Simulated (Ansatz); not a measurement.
MgS under changes of volume

One of the cells (22.670 Å³/atom); the others are scaled copies at fixed shape and fractional positions:

```
S Mg
1.0
     4.03462    0.00000    0.00000
    -2.01731    3.49409    0.00000
     0.00000    0.00000    6.43229
S Mg
2 2
Direct
  0.66667 0.33333 0.87924
  0.33333 0.66667 0.37924
  0.33333 0.66667 0.99575
  0.66667 0.33333 0.49575
```

The cell comes from a database or a generator and needn't be the stable form of this composition.

```yaml
Program: Ansatz 0.2.0
Functional: r2SCAN
Potentials_or_basis: Ansatz PAW
Cutoff: "500 eV (not typed: the program's choice for these potentials)"
k_mesh: 8 × 8 × 4
Occupations: fermi-dirac, width 0.05 eV
Spin: no spin polarisation
```

| volume (Å³/atom) | energy over the lowest point (meV/atom) | pressure (GPa) | gap on the mesh (eV) | largest force (eV/Å) |
| --- | --- | --- | --- | --- |
| 21.309 | ? | ? | ? | ? |
| 21.763 | 7.34 | 2.7 | 4.33 | 0.050 |
| 22.216 | 1.79 | 1.3 | 4.22 | 0.053 |
| 22.670 | 0.00 | 0.0 | 4.12 | 0.055 |
| 23.123 | 1.60 | -1.1 | 4.01 | 0.057 |
| 23.576 | 6.27 | -2.2 | 3.91 | 0.058 |
| 24.030 | 13.72 | -3.1 | 3.82 | 0.060 |

What does the run at 21.309 Å³/atom give?

Energy over the lowest point 17.04 meV/atom; pressure 4.2 GPa; gap on the mesh 4.45 eV; largest force 0.048 eV/Å.

Worked out: A Birch-Murnaghan fit of order 3 (a polynomial in V^(-2/3)) to the other rows has its minimum at 22.67 Å³/atom with B0 = V·E''(V) = 60 GPa and B' = 4.1 at fixed shape and positions, which overstates the stiffness. It gives 17.08 meV/atom at 21.309 Å³/atom, against the run's 17.04, and -dE/dV = 4.2 GPa, against 4.2. A straight line through the other rows of the gap, of slope -5.18 eV per unit of ln V (its deformation potential), extrapolates to 4.44 eV, against the run's 4.45.

Energies are extrapolated to zero smearing.

Caveats: the PAW data sets come from PBE, with cores solved anew for the run's functional, which leaves a small shift of forces and pressure.
